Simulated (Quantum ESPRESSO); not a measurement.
# BaTiO3 (R3m) in Quantum ESPRESSO: a series of runs, part 2 of 2

Quantum ESPRESSO 7.5. Earlier steps stand in the parts before.

## (3) Phonons, PBEsol

The input, pw.in:

```
&CONTROL
  calculation = 'scf'
  prefix = 'pwscf'
  outdir = './tmp'
  pseudo_dir = './pseudo'
  tprnfor = .true.
  tstress = .true.
  disk_io = 'low'
/
&SYSTEM
  ibrav = 0
  celldm(1) = 8
  nat = 5
  ntyp = 3
  ecutwfc = 45
  ecutrho = 360
  nbnd = 28
  occupations = 'smearing'
  smearing = 'fd'
  degauss = 0.00367493
/
&ELECTRONS
  conv_thr = 1d-09
  electron_maxstep = 120
  mixing_beta = 0.5
  diago_david_ndim = 3
/
ATOMIC_SPECIES
Ba   137.3270 ba_pbesol_v1.uspp.F.UPF
Ti    47.8670 ti_pbesol_v1.4.uspp.F.UPF
O     15.9990 o_pbesol_v1.2.uspp.F.UPF
CELL_PARAMETERS alat
  0.6678685679735   0.3855940974892   0.5476410939078
 -0.6678685679735   0.3855940974892   0.5476410939078
  0.0000000000000  -0.7711881950020   0.5476410939078
ATOMIC_POSITIONS crystal
Ba     0.0000000000    0.0000000000    0.0000000000
Ti     0.4845000000    0.4845000000    0.4845000000
O      0.5086000000    0.0175000000    0.5086000000
O      0.0175000000    0.5086000000    0.5086000000
O      0.5086000000    0.5086000000    0.0175000000
K_POINTS automatic
2 2 2 1 1 1
```

The input, relax.in:

```
&CONTROL
  calculation = 'vc-relax'
  prefix = 'pwscf'
  outdir = './tmp'
  pseudo_dir = './pseudo'
  tprnfor = .true.
  tstress = .true.
  disk_io = 'low'
  nstep = 40
  forc_conv_thr = 0.0001
  etot_conv_thr = 1d-06
/
&SYSTEM
  ibrav = 0
  celldm(1) = 8
  nat = 5
  ntyp = 3
  ecutwfc = 45
  ecutrho = 360
  nbnd = 28
  occupations = 'smearing'
  smearing = 'fd'
  degauss = 0.00367493
/
&ELECTRONS
  conv_thr = 1d-09
  electron_maxstep = 120
  mixing_beta = 0.5
  diago_david_ndim = 3
/
&IONS
  ion_dynamics = 'bfgs'
/
&CELL
  cell_dynamics = 'bfgs'
  press = 0
  press_conv_thr = 0.2
/
ATOMIC_SPECIES
Ba   137.3270 ba_pbesol_v1.uspp.F.UPF
Ti    47.8670 ti_pbesol_v1.4.uspp.F.UPF
O     15.9990 o_pbesol_v1.2.uspp.F.UPF
CELL_PARAMETERS alat
  0.6678685679735   0.3855940974892   0.5476410939078
 -0.6678685679735   0.3855940974892   0.5476410939078
  0.0000000000000  -0.7711881950020   0.5476410939078
ATOMIC_POSITIONS crystal
Ba     0.0000000000    0.0000000000    0.0000000000
Ti     0.4845000000    0.4845000000    0.4845000000
O      0.5086000000    0.0175000000    0.5086000000
O      0.0175000000    0.5086000000    0.5086000000
O      0.5086000000    0.5086000000    0.0175000000
K_POINTS automatic
2 2 2 1 1 1
```

The input, scf2.in:

```
&CONTROL
  calculation = 'scf'
  prefix = 'pwscf'
  outdir = './tmp'
  pseudo_dir = './pseudo'
  tprnfor = .true.
  tstress = .true.
  disk_io = 'low'
/
&SYSTEM
  ibrav = 0
  celldm(1) = 8
  nat = 5
  ntyp = 3
  ecutwfc = 45
  ecutrho = 360
  nbnd = 28
  occupations = 'fixed'
/
&ELECTRONS
  conv_thr = 1d-13
  electron_maxstep = 120
  mixing_beta = 0.5
  diago_david_ndim = 3
  startingpot = 'file'
  startingwfc = 'file'
/
ATOMIC_SPECIES
Ba   137.3270 ba_pbesol_v1.uspp.F.UPF
Ti    47.8670 ti_pbesol_v1.4.uspp.F.UPF
O     15.9990 o_pbesol_v1.2.uspp.F.UPF
CELL_PARAMETERS alat
  0.6636742836267   0.3831725263061   0.5419043148573
 -0.6636742836267   0.3831725263061   0.5419043148573
 -0.0000000000000  -0.7663450526122   0.5419043148573
ATOMIC_POSITIONS crystal
Ba     0.0038476167    0.0038476167    0.0038476167
Ti     0.5038310391    0.5038310391    0.5038310391
O      0.5038450891    0.0038311660    0.5038450891
O      0.0038311660    0.5038450891    0.5038450891
O      0.5038450891    0.5038450891    0.0038311660
K_POINTS automatic
2 2 2 1 1 1
```

The input, ph.in:

```
phonons of BaTiO3
&INPUTPH
  prefix = 'pwscf'
  outdir = './tmp'
  tr2_ph = 1d-18
  fildyn = 'dyn'
  niter_ph = 90
  alpha_mix(1) = 0.7
  epsil = .true.
/
0.0000000000 0.0000000000 0.0000000000
```

The input, dynmat.in:

```
&INPUT
  fildyn = 'dyn'
  asr = 'crystal'
  lperm = .true.
  filout = 'dynmat.disp'
  fileig = 'dynmat.eig'
/
```

The input, dynmat_lo.in:

```
&INPUT
  fildyn = 'dyn'
  asr = 'crystal'
  filout = 'dynmat_lo.disp'
  fileig = 'dynmat_lo.eig'
  q(1) = 0
  q(2) = 0
  q(3) = 1
/
```

The input, relax_v0.99.in:

```
&CONTROL
  calculation = 'relax'
  prefix = 'pwscf'
  outdir = './tmp'
  pseudo_dir = './pseudo'
  tprnfor = .true.
  tstress = .true.
  disk_io = 'low'
  nstep = 30
  forc_conv_thr = 0.0001
  etot_conv_thr = 1d-06
/
&SYSTEM
  ibrav = 0
  celldm(1) = 8
  nat = 5
  ntyp = 3
  ecutwfc = 45
  ecutrho = 360
  nbnd = 28
  occupations = 'fixed'
/
&ELECTRONS
  conv_thr = 1d-13
  electron_maxstep = 120
  mixing_beta = 0.5
  diago_david_ndim = 3
/
&IONS
  ion_dynamics = 'bfgs'
/
ATOMIC_SPECIES
Ba   137.3270 ba_pbesol_v1.uspp.F.UPF
Ti    47.8670 ti_pbesol_v1.4.uspp.F.UPF
O     15.9990 o_pbesol_v1.2.uspp.F.UPF
CELL_PARAMETERS alat
  0.6614546206132   0.3818910032617   0.5400919123101
 -0.6614546206132   0.3818910032617   0.5400919123101
 -0.0000000000000  -0.7637820065471   0.5400919123101
ATOMIC_POSITIONS crystal
Ba     0.0038476167    0.0038476167    0.0038476167
Ti     0.5038310391    0.5038310391    0.5038310391
O      0.5038450891    0.0038311660    0.5038450891
O      0.0038311660    0.5038450891    0.5038450891
O      0.5038450891    0.5038450891    0.0038311660
K_POINTS automatic
2 2 2 1 1 1
```

The input, ph_v0.99.in:

```
phonons at 0.99 of the volume
&INPUTPH
  prefix = 'pwscf'
  outdir = './tmp'
  tr2_ph = 1d-18
  fildyn = 'dyn_v0.99'
  niter_ph = 90
  alpha_mix(1) = 0.7
/
0.0000000000 0.0000000000 0.0000000000
```

The input, relax_v1.01.in:

```
&CONTROL
  calculation = 'relax'
  prefix = 'pwscf'
  outdir = './tmp'
  pseudo_dir = './pseudo'
  tprnfor = .true.
  tstress = .true.
  disk_io = 'low'
  nstep = 30
  forc_conv_thr = 0.0001
  etot_conv_thr = 1d-06
/
&SYSTEM
  ibrav = 0
  celldm(1) = 8
  nat = 5
  ntyp = 3
  ecutwfc = 45
  ecutrho = 360
  nbnd = 28
  occupations = 'fixed'
/
&ELECTRONS
  conv_thr = 1d-13
  electron_maxstep = 120
  mixing_beta = 0.5
  diago_david_ndim = 3
/
&IONS
  ion_dynamics = 'bfgs'
/
ATOMIC_SPECIES
Ba   137.3270 ba_pbesol_v1.uspp.F.UPF
Ti    47.8670 ti_pbesol_v1.4.uspp.F.UPF
O     15.9990 o_pbesol_v1.2.uspp.F.UPF
CELL_PARAMETERS alat
  0.6658791977714   0.3844455340922   0.5437046746524
 -0.6658791977714   0.3844455340922   0.5437046746524
 -0.0000000000000  -0.7688910681607   0.5437046746524
ATOMIC_POSITIONS crystal
Ba     0.0038476167    0.0038476167    0.0038476167
Ti     0.5038310391    0.5038310391    0.5038310391
O      0.5038450891    0.0038311660    0.5038450891
O      0.0038311660    0.5038450891    0.5038450891
O      0.5038450891    0.5038450891    0.0038311660
K_POINTS automatic
2 2 2 1 1 1
```

The input, ph_v1.01.in:

```
phonons at 1.01 of the volume
&INPUTPH
  prefix = 'pwscf'
  outdir = './tmp'
  tr2_ph = 1d-18
  fildyn = 'dyn_v1.01'
  niter_ph = 90
  alpha_mix(1) = 0.7
/
0.0000000000 0.0000000000 0.0000000000
```

Potentials or basis: GBRV 1.5 PBEsol.

On the command line:

```bash
> OMP_NUM_THREADS=1 pw.x -in pw.in > pw.out
> OMP_NUM_THREADS=1 pw.x -in relax.in > relax.out
> OMP_NUM_THREADS=1 pw.x -in scf2.in > scf2.out
> OMP_NUM_THREADS=1 ph.x -in ph.in > ph.out
> OMP_NUM_THREADS=1 dynmat.x -in dynmat.in > dynmat.out
> OMP_NUM_THREADS=1 dynmat.x -in dynmat_lo.in > dynmat_lo.out
> OMP_NUM_THREADS=1 pw.x -in relax_v0.99.in > relax_v0.99.out
> OMP_NUM_THREADS=1 ph.x -in ph_v0.99.in > ph_v0.99.out
> OMP_NUM_THREADS=1 pw.x -in relax_v1.01.in > relax_v1.01.out
> OMP_NUM_THREADS=1 ph.x -in ph_v1.01.in > ph_v1.01.out
```

pw.out:

```text
This program is part of the open-source Quantum ESPRESSO suite
     for quantum simulation of materials; please cite
[... 9 lines left out ...]
     --------------------
     sticks:   dense  smooth     PW     G-vecs:    dense   smooth      PW
     Sum        1641     825    225                49917    17659    2553

     Using Slab Decomposition

     bravais-lattice index     =            0
     lattice parameter (alat)  =       8.0000  a.u.
     unit-cell volume          =     433.2501 (a.u.)^3
     number of atoms/cell      =            5
     number of atomic types    =            3
     number of electrons       =        40.00
     number of Kohn-Sham states=           28
     kinetic-energy cutoff     =      45.0000  Ry
     charge density cutoff     =     360.0000  Ry
     scf convergence threshold =      1.0E-09
     mixing beta               =       0.5000
     number of iterations used =            8  plain     mixing
     Exchange-correlation= SLA  PW   PSX  PSC
[... 204 lines left out ...]
    16.6416  17.5533  17.5707  18.3204

     the Fermi energy is    11.7374 ev

!    total energy              =    -286.75345321 Ry
     estimated scf accuracy    <          1.8E-10 Ry
     smearing contrib. (-TS)   =       0.00000000 Ry
     internal energy E=F+TS    =    -286.75345321 Ry

     The total energy is F=E-TS. E is the sum of the following terms:
     one-electron contribution =     -73.57931159 Ry
     hartree contribution      =      60.64152756 Ry
     xc contribution           =     -67.34227172 Ry
     ewald contribution        =    -206.47339746 Ry

     convergence has been achieved in  11 iterations

     negative rho (up, down):  8.827E-02 0.000E+00

     Forces acting on atoms (cartesian axes, Ry/au):

     atom    1 type  1   force =     0.00000000    0.00000000   -0.00523545
     atom    2 type  2   force =    -0.00000000   -0.00000000    0.05880617
     atom    3 type  3   force =     0.00155191   -0.00089599   -0.01785691
     atom    4 type  3   force =    -0.00155191   -0.00089599   -0.01785691
     atom    5 type  3   force =     0.00000000    0.00179199   -0.01785691

     Total force =     0.066722     Total SCF correction =     0.000012

     Computing stress (Cartesian axis) and pressure

     negative rho (up, down):  8.827E-02 0.000E+00
          total   stress  (Ry/bohr**3)                   (kbar)     P=       -4.00
  -0.00003046   0.00000000   0.00000000           -4.48        0.00        0.00
  -0.00000000  -0.00003046  -0.00000000           -0.00       -4.48       -0.00
  -0.00000000  -0.00000000  -0.00002063           -0.00       -0.00       -3.03

=------------------------------------------------------------------------------=
   JOB DONE.
=------------------------------------------------------------------------------=
```

Wall time 19 min (1 thread of Arm Neoverse V1, shared host); peak memory 0.36 GiB.

Results:

| Property | Result |
| --- | --- |
| Free energy | -3901.6199 eV |
| Relaxed volume | 12.55 Å³/atom |
| Relaxed cell | a = 3.973 Å, b = 3.973 Å, c = 3.973 Å, α = 90.00°, β = 90.00°, γ = 90.00° |
| Space group after relaxing (to 0.05 Å) | Pm-3m (No. 221) |
| Pressure after relaxing | 0.0 GPa |
| Electronic dielectric tensor (diagonal) | 5.98 |
| Born charges (mean of the diagonal) | Ba +2.70; Ti +6.15; O -2.73 e |
| Highest phonon frequency at Γ, LO-TO splitting left out | 493 cm⁻¹ |
| Static dielectric tensor (diagonal) | 31.19, 31.19, 31.20 |

The path:
```tsv
step	energy change (eV)	largest force (eV/Å)	pressure (GPa)	volume (Å³)
1	0.0000	1.5120	-0.40	64.20
2	-0.0528	1.0817	-1.21	64.07
3	-0.1081	0.5366	-0.59	63.34
4	-0.1321	0.2164	0.78	62.51
5	-0.1360	0.1741	0.19	62.70
6	-0.1386	0.1424	-0.01	62.76
7	-0.1407	0.0886	-0.10	62.78
8	-0.1412	0.0467	-0.07	62.76
9	-0.1413	0.0329	-0.04	62.75
10	-0.1414	0.0164	0.01	62.73
11	-0.1415	0.0035	0.03	62.73
12	-0.1415	0.0013	0.01	62.73
```

Final structure:
```
Ba Ti O
1.0
     2.80961    1.62213    2.29411
    -2.80961    1.62213    2.29411
     0.00000   -3.24426    2.29411
Ba Ti O
1 1 3
Cartesian
  0.0000 0.0000 0.0265
  0.0000 0.0000 3.4675
  1.4048 -0.8111 2.3205
  -1.4048 -0.8111 2.3205
  0.0000 1.6222 2.3205
```

Phonon frequencies in cm⁻¹ (negative: imaginary):
| q point | frequencies |
| --- | --- |
| (0.000, 0.000, 0.000) | -1 1 1 167 167 167 289 289 289 368 368 368 493 493 493 |

Electronic dielectric tensor:
```
5.98 0.00 0.00
0.00 5.98 0.00
0.00 0.00 5.98
```

Born effective charge tensors (e):
atom 1, Ba
```
2.70 0.00 0.00
0.00 2.70 0.00
0.00 0.00 2.70
```
atom 2, Ti
```
6.15 0.00 0.00
0.00 6.15 0.00
0.00 0.00 6.15
```
atom 3, O
```
-2.99  0.44  0.62
 0.44 -2.48 -0.36
 0.62 -0.36 -2.73
```
atom 4, O
```
-2.99 -0.44 -0.62
-0.44 -2.48 -0.36
-0.62 -0.36 -2.73
```
atom 5, O
```
-2.22  0.00  0.00
 0.00 -3.24  0.72
 0.00  0.72 -2.73
```

Mode Grüneisen parameters of phonons at Γ, in order of frequency: n/a, n/a, n/a, 2.48, 2.48, 2.48, 6.96, 6.96, 6.96, 0.81, 0.81, 0.81, 0.98, 0.98, 0.98

Zone-centre frequencies without and with the macroscopic field along z (cm⁻¹):
```
                                  optical modes in rising order
       without  167 167 167 288 289 289 368 368 368 493 493 493
with the field  167 167 175 289 289 368 368 368 486 493 493 639
```

Static dielectric tensor, electrons and zone-centre modes:
```
31.19  0.00  0.00
 0.00 31.19  0.00
 0.00  0.00 31.20
```

Frequencies at 99 % and 101 % of the volume (pressures 1.9 and -1.7 GPa), ions relaxed:
```tsv
mode	99 % (cm⁻¹)	101 % (cm⁻¹)	Grüneisen parameter
4	170.7	162.5	2.48
5	170.8	162.5	2.48
6	170.8	162.5	2.48
7	307.9	267.9	6.96
8	308.0	267.9	6.96
9	308.0	267.9	6.96
10	371.0	365.0	0.81
11	371.0	365.0	0.81
12	371.0	365.0	0.81
13	498.2	488.5	0.98
14	498.2	488.5	0.98
15	498.2	488.5	0.98
```

Caveat: the k mesh is coarse (spacing up to 0.78 Å⁻¹), so the values aren't converged; the mesh is thin for the dielectric tensor, Born charges and intensities, which usually come out too large; the cell relaxed to another space group than the one typed; the Born charges break their sum rule by 0.65 e, a sign of too thin a mesh. The run has no spin-orbit coupling, so splittings on Ba are missing.
